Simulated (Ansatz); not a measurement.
# HgTe: the cost of one run

Computed with Ansatz 0.2.0 (DFT PBEsol, scalar-relativistic, plane waves, PAW, unless a step's input says otherwise).

2 further runs of the same task are left out: 2 set aside as unsound or not needed.

### 1 The structure to begin with

The structure is cubic, space group Fm-3m (No. 225). Conventional cell: a = 6.003 Å, b = 6.003 Å, c = 6.003 Å, α = 90.00°, β = 90.00°, γ = 90.00°. Around Hg (site symmetry m-3m) lie 6 Te at 3.00 Å. Te (site symmetry m-3m) has 6 Hg at 3.00 Å in its first shell of neighbours.

Coordinates:

```
Hg Te
1.0
     2.99955   -3.00014    0.00000
     2.99955    3.00014    0.00000
     0.00000    0.00000    6.00867
Hg Te
2 2
Direct
  0.24982 0.75018 0.75000
  0.75018 0.24982 0.25000
  0.74987 0.25013 0.75000
  0.25013 0.74987 0.25000
```

It goes back to an entry of the Materials Project, which need not be the stable form.

It is the result of an earlier relaxation at this level (volume 27.04 Å³/atom; gap on the mesh: none (metal)).

### 2 The undisturbed cell

The input, input.yaml:

```yaml
crystal:
  lattice:
    - [2.9995453837, -3.0001352848, 0.0]
    - [2.9995453837, 3.0001352848, 0.0]
    - [0.0, 0.0, 6.008670146]
  atoms:
    - { symbol: Hg, position: [0.2498182368, 0.7501817632, 0.75] }
    - { symbol: Hg, position: [0.7501817632, 0.2498182368, 0.25] }
    - { symbol: Te, position: [0.7498667092, 0.2501332908, 0.75] }
    - { symbol: Te, position: [0.2501332908, 0.7498667092, 0.25] }
basis:
  ecutwfc: 420
kpoints:
  mp_grid: { grid: [8, 8, 6] }
hamiltonian:
  xc: pbesol
scf:
  occupations: { method: gaussian, width: 0.15 }
output:
  forces: true
  stress: true
  eigenvalues: true
```

Launch:

```bash
ansatz run input.yaml --threads 2 --pin off --max-ram 5120MiB --backend cpu --events-out ev --progress --plain --runs-dir out
```

Q: Estimate wall time and peak memory on 2 threads of AMD EPYC 9R45 (Zen 5), shared host.

About 3 s, with a peak of 0.63 GiB.
